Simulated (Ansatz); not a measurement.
Density of states of Ga (I4/mmm, a = 2.800 Å, b = 2.800 Å, c = 4.521 Å, α = 90.00°, β = 90.00°, γ = 90.00°), in states per eV and primitive cell, averaged over bins of 0.4 eV. Computed with DFT PBEsol, scalar-relativistic, plane waves, PAW (Ansatz).

Plane waves to 420 eV, a k mesh through Γ of 20×20×20 on the computed 1-atom cell and Gaussian smearing (0.10 eV); no spin polarisation.

The cell is relaxed at this level. The states (both spins) are summed by tetrahedra on a 30×30×30 mesh at the self-consistent density. Energies are bin centres; the table starts no lower than −8 eV and ends at 6 eV, or lower where the solved bands end.

It is a metal at this level.

```
E − E_F (eV) total Ga 4p Ga 4s
       -7.85   0.22   0.12   0.10
       -7.45   0.23   0.13   0.10
       -7.05   0.24   0.13   0.11
       -6.65   0.25   0.14   0.11
       -6.25   0.27   0.14   0.12
       -5.85   0.28   0.14   0.13
       -5.45   0.29   0.14   0.14
       -5.05   0.32   0.15   0.17
       -4.65   0.32   0.14   0.17
       -4.25   0.29   0.13   0.16
       -3.85   0.31   0.15   0.16
       -3.45   0.32   0.17   0.15
       -3.05   0.33   0.18   0.14
       -2.65   0.32   0.20   0.12
       -2.25   0.34   0.23   0.11
       -1.85   0.36   0.25   0.10
       -1.45   0.34   0.24   0.09
       -1.05   0.39   0.27   0.11
       -0.65   0.42   0.28   0.13
       -0.25   0.38   0.25   0.12
        0.15   0.35   0.24   0.11
        0.55   0.40   0.27   0.11
        0.95   0.41   0.29   0.11
        1.35   0.41   0.29   0.11
        1.75   0.42   0.30   0.10
        2.15   0.43   0.31   0.10
        2.55   0.44   0.32   0.09
        2.95   0.45   0.34   0.09
        3.35   0.47   0.35   0.08
        3.75   0.48   0.37   0.08
        4.15   0.49   0.38   0.07
        4.55   0.52   0.41   0.07
        4.95   0.56   0.45   0.06
        5.35   0.53   0.43   0.06
        5.75   0.52   0.42   0.05
```

The columns after the total are the Löwdin projections on the occupied valence shells of the potentials. The rest of the total lies in shells that are empty in the free atom, which aren't projected, and between the atoms.

This form isn't the element's structure at ambient conditions.

Cost: 1 run of about 1.2 core-minutes, on Intel Xeon Processor @ 2.50GHz (Skylake/Cascade Lake) (shared hosts).